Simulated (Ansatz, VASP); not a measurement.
# Cross-check of BP between VASP and Ansatz, part 2 of 2

Aim: how closely do two programs agree when they are given the same cell, functional and k mesh? Of the first pair: The cell is taken from a series of runs on this material, whose earlier steps may have relaxed, scaled, displaced or heated it; both programs get it as it stands.

VASP 6.6.1 and Ansatz 0.2.0.

So far: The starting structure; VASP: relaxation of cell and atoms, PBEsol; Ansatz: relaxation of cell and atoms, PBEsol; Comparison.

### Step 5. Ansatz: relaxation, PBEsol

Level of this step: Ansatz beside VASP: Kohn-Sham DFT, plane waves, PBEsol (Ansatz).

This run makes the geometry at which the two programs are then compared.

The structure compared here is the end of the Ansatz relaxation.

The input, input.yaml:

```yaml
crystal:
  lattice:
    - [0.0, 2.2599796459, 2.2599796459]
    - [2.2599796459, 0.0, 2.2599796459]
    - [2.2599796459, 2.2599796459, 0.0]
  atoms:
    - { symbol: P, position: [0.75, 0.75, 0.75] }
    - { symbol: B, position: [0.0, 0.0, 0.0] }
kpoints:
  mp_grid: { grid: [11, 11, 11] }
scf:
  occupations: { method: fermi_dirac, width: 0.02 }
hamiltonian:
  xc: pbesol
  pseudopotentials: { kind: paw, azcp: { folder: soft_1 }, xc_functional: pbe }
basis:
  ecutwfc: 600
output:
  forces: true
  stress: true
relax:
  f_tol: 0.005
  max_steps: 70
  cell: { stress_tol: 0.02, p_target: 5 }
```

Started as:

```bash
$ ansatz run input.yaml --threads 4 --pin off --max-ram 10240MiB --backend cpu --events-out ev --progress --plain --runs-dir out
```

Numbers of over 12 decimals in the logs are rounded to 6 here.

The program printed:

```text
[...]
Crystal: 2 atoms, lattice volume = 23.086 Å³
Basis set: ecut = 600 eV, 749 PW (Γ), exchange–correlation on 54×54×54 points (8 copies of the dense FFT grid, shifted against one another)
Bands: 8, of which v1, the nominal top of the filled ones, is band 4 counted from 1 (3 counted from 0)
Symmetry: 24 space group operations
[...]
k-points: 56 of 1331 (time reversal used)
[...]
-0.000000       4.997553       0.000000
       -0.000000       0.000000       4.997553
  P = ⅓ Tr σ = 4.9976 GPa (49.976 kbar)
--- Relaxed structure (4 steps of the walk, 4 accepted, 1 SCFs on fresh bases) ---
[...]
cell:  # Å, volume = 22.4513 Å³
    - [0, 2.239084, 2.239084]
    - [2.239084, 0, 2.239084]
    - [2.239084, 2.239084, 0]
  atoms:
    - { symbol: P, position: [0.750000, 0.750000, 0.750000] }
    - { symbol: B, position: [0, 0, 0] }
[key lines of the parts left out:]
SCF converged after 5 iterations
Free energy (F): -893.581233 eV
Fermi energy:    10.293505 eV
```

### Step 6. VASP: single point, PBEsol, pair 2

The same cell, functional, mesh and smearing now go to VASP, with its own data sets.

The input, INCAR:

```
SYSTEM = BP
PREC = Accurate
ENCUT = 500
EDIFF = 1E-06
NELM = 120
ISMEAR = -1
SIGMA = 0.02
LREAL = .FALSE.
ALGO = Normal
GGA = PS
NBANDS = 10
LORBIT = 11
LWAVE = .FALSE.
LCHARG = .FALSE.
ISIF = 2
LASPH = .TRUE.
GGA_COMPAT = .FALSE.
EFERMI = MIDGAP
```

The input, POSCAR:

```
BP
1.0
    0.0000000000      2.2390838706      2.2390838706
    2.2390838706      0.0000000000      2.2390838706
    2.2390838706      2.2390838706      0.0000000000
P B
1 1
Direct
    0.7500000000      0.7500000000      0.7500000000
    0.0000000000      0.0000000000      0.0000000000
```

The input, KPOINTS:

```
Automatic mesh
0
Gamma
11 11 11
0 0 0
```

Potentials, in the order of the species: P and B (PBE family, release 64).

Started as:

```bash
$ mpirun -np 1 vasp_std
```

The program printed:

```text
[banner, memory and clock lines left out]
running    1 mpi-ranks, on    1 nodes
[...]
[... a notice as in an earlier step ...]

 LDA part: xc-table for (Slater+PW92), standard interpolation
 POSCAR, INCAR and KPOINTS ok, starting setup
[...]
entering main loop
       N       E                     dE             d eps       ncg     rms          rms(c)
DAV:   1     0.679964221187E+01    0.67996E+01   -0.40054E+03  1120   0.709E+02
DAV:   2    -0.139495723219E+02   -0.20749E+02   -0.19829E+02  1574   0.108E+02
DAV:   3    -0.144558105981E+02   -0.50624E+00   -0.50499E+00  1364   0.153E+01
DAV:   4    -0.144579787677E+02   -0.21682E-02   -0.21678E-02  1328   0.107E+00
[...]
DAV:  10    -0.136630641371E+02   -0.57355E-04   -0.12117E-04  1286   0.700E-02    0.236E-02
DAV:  11    -0.136630673133E+02   -0.31762E-05   -0.40199E-06  1470   0.135E-02    0.255E-02
DAV:  12    -0.136630676827E+02   -0.36939E-06   -0.16759E-06   768   0.657E-03
   1 F= -.13663068E+02 E0= -.13663068E+02  d E =-.107761E-13
```

From OUTCAR (step 6):

```text
  Total        0.7164435      0.7164435      0.7164435      0.0000000      0.0000000      0.0000000
  in kB       51.1271347     51.1271347     51.1271347      0.0000000      0.0000000      0.0000000
  external PRESSURE =      51.1271347 kB  Pullay stress =       0.0000000 kB

 POSITION                                       TOTAL-FORCE (eV/Angst)
 -----------------------------------------------------------------------------------
      3.35863      3.35863      3.35863        -0.000000     -0.000000     -0.000000
      0.00000      0.00000      0.00000         0.000000      0.000000      0.000000
 -----------------------------------------------------------------------------------
    total drift:                               -0.000000     -0.000000     -0.000000

  FREE ENERGIE OF THE ION-ELECTRON SYSTEM (eV)
  ---------------------------------------------------
  free  energy   TOTEN  =       -13.6630676827 eV

  energy  without entropy=      -13.6630676827  energy(sigma->0) =      -13.66306768

[... 1 part as in an earlier step ...]

[... 2 further parts left out ...]
[key lines of the parts left out:]
E-fermi :   8.4297
```

The run ends at a pressure of 5.11 GPa.

### Step 7. Comparison

What differs besides the data sets and the points named for the pairs above, as far as they apply: Ansatz's pressure holds a Pulay correction, VASP's none. Total energies have different zeros and are not compared.

Both answers:

```tsv
quantity	Ansatz	VASP	difference
pressure (GPa)	5.00	5.11	-0.12
gap on the k mesh (eV)	1.097	1.094	+0.003
```

A gap on the mesh is an upper bound, since the band edges may lie between its points.

### Step 8. Ansatz: relaxation, PBEsol

This run makes the geometry at which the two programs are then compared. The cell compared in this pair holds 21.39 Å³, against 22.45 Å³ for the pair before.

The structure compared here is the end of the Ansatz relaxation.

Changes to input.yaml since step 5:

```diff
@@ -23,2 +23,2 @@
   max_steps: 70
-  cell: { stress_tol: 0.02, p_target: 5 }
+  cell: { stress_tol: 0.02, p_target: 15 }
```

Started as:

```bash
$ ansatz run input.yaml --threads 4 --pin off --max-ram 10240MiB --backend cpu --events-out ev --progress --plain --runs-dir out
```

The program printed:

```text
[...]
Crystal: 2 atoms, lattice volume = 23.086 Å³
Basis set: ecut = 600 eV, 749 PW (Γ), exchange–correlation on 54×54×54 points (8 copies of the dense FFT grid, shifted against one another)
Bands: 8, of which v1, the nominal top of the filled ones, is band 4 counted from 1 (3 counted from 0)
Symmetry: 24 space group operations
[...]
k-points: 56 of 1331 (time reversal used)
[...]
14.998366      -0.000000      -0.000000
       -0.000000      14.998366       0.000000
       -0.000000       0.000000      14.998366
  P = ⅓ Tr σ = 14.9984 GPa (149.984 kbar)
--- Relaxed structure (4 steps of the walk, 4 accepted, 1 SCFs on fresh bases) ---
[...]
cell:  # Å, volume = 21.3851 Å³
    - [0, 2.203063, 2.203063]
    - [2.203063, 0, 2.203063]
    - [2.203063, 2.203063, 0]
  atoms:
    - { symbol: P, position: [0.75, 0.75, 0.75] }
    - { symbol: B, position: [0, 0, 0] }
[key lines of the parts left out:]
SCF converged after 5 iterations
Free energy (F): -893.515927 eV
Fermi energy:    10.944548 eV
```

### Step 9. VASP: single point, PBEsol, pair 3

The same cell, functional, mesh and smearing now go to VASP, with its own data sets.

INCAR is that of step 6.

The input, POSCAR:

```
BP
1.0
    0.0000000000      2.2030630341      2.2030630341
    2.2030630341      0.0000000000      2.2030630341
    2.2030630341      2.2030630341      0.0000000000
P B
1 1
Direct
    0.7500000000      0.7500000000      0.7500000000
    0.0000000000      0.0000000000      0.0000000000
```

KPOINTS is that of step 6.

Started as:

```bash
$ mpirun -np 1 vasp_std
```

The program printed:

```text
[... set-up lines as in an earlier step ...]
 entering main loop
       N       E                     dE             d eps       ncg     rms          rms(c)
DAV:   1     0.967160818264E+01    0.96716E+01   -0.40377E+03  1120   0.703E+02
DAV:   2    -0.139202916838E+02   -0.23592E+02   -0.22519E+02  1584   0.115E+02
DAV:   3    -0.145032324350E+02   -0.58294E+00   -0.58160E+00  1336   0.165E+01
DAV:   4    -0.145055733139E+02   -0.23409E-02   -0.23405E-02  1402   0.118E+00
[...]
DAV:  10    -0.135965713797E+02   -0.52752E-04   -0.11748E-04  1282   0.690E-02    0.244E-02
DAV:  11    -0.135965742729E+02   -0.28933E-05   -0.42366E-06  1468   0.135E-02    0.272E-02
DAV:  12    -0.135965746167E+02   -0.34370E-06   -0.15348E-06   712   0.643E-03
   1 F= -.13596575E+02 E0= -.13596575E+02  d E =-.776304E-13
```

From OUTCAR (step 9):

```text
  Total        2.0165239      2.0165239      2.0165239      0.0000000      0.0000000     -0.0000000
  in kB      151.0786840    151.0786840    151.0786840      0.0000000      0.0000000     -0.0000000
  external PRESSURE =     151.0786840 kB  Pullay stress =       0.0000000 kB

 POSITION                                       TOTAL-FORCE (eV/Angst)
 -----------------------------------------------------------------------------------
      3.30459      3.30459      3.30459        -0.000000      0.000000      0.000000
      0.00000      0.00000      0.00000         0.000000     -0.000000     -0.000000
 -----------------------------------------------------------------------------------
    total drift:                               -0.000000     -0.000000     -0.000000

  FREE ENERGIE OF THE ION-ELECTRON SYSTEM (eV)
  ---------------------------------------------------
  free  energy   TOTEN  =       -13.5965746167 eV

  energy  without entropy=      -13.5965746167  energy(sigma->0) =      -13.59657462

[... 1 part as in an earlier step ...]

[... 2 further parts left out ...]
[key lines of the parts left out:]
E-fermi :   8.9876
```

The run ends at a pressure of 15.11 GPa.

### Step 10. Differences

Compared:

```tsv
quantity	Ansatz	VASP	difference
pressure (GPa)	15.00	15.11	-0.11
gap on the k mesh (eV)	1.014	1.010	+0.004
```

A gap on the mesh is an upper bound, since the band edges may lie between its points.

### Step 11. Results

```yaml
difference_in_volume_relaxation_of_cell_and_atoms_pbesol: -0.076 %
difference_in_gap_on_the_k_mesh_single_point_pbesol_pair_2: 0.0034 eV
difference_in_gap_on_the_k_mesh_single_point_pbesol_pair_3: 0.0037 eV
```

In words: The difference in volume is -0.076 % (relaxation of cell and atoms, PBEsol), within the 1.2 % picked in this series as the mark of a large difference, as far as the stopping tolerances let one tell. 4 further runs of this series are not shown here. Such differences can come from data sets, numerical settings and the points named under the comparisons, not from the functional's error against experiment.

[Lines on the potential files, build, host, timing and source positions are cut from VASP's logs without a mark.]

[Logs are printed without paths, hosts, clocks, repeated set-up lines and the standing remarks that a program may print on its own settings, such as how far it seeks lower states.]

[Hosts, paths, dates, database ids (printed as entryN), source tags and the programs' standing remarks are cut or masked in the printed files.]
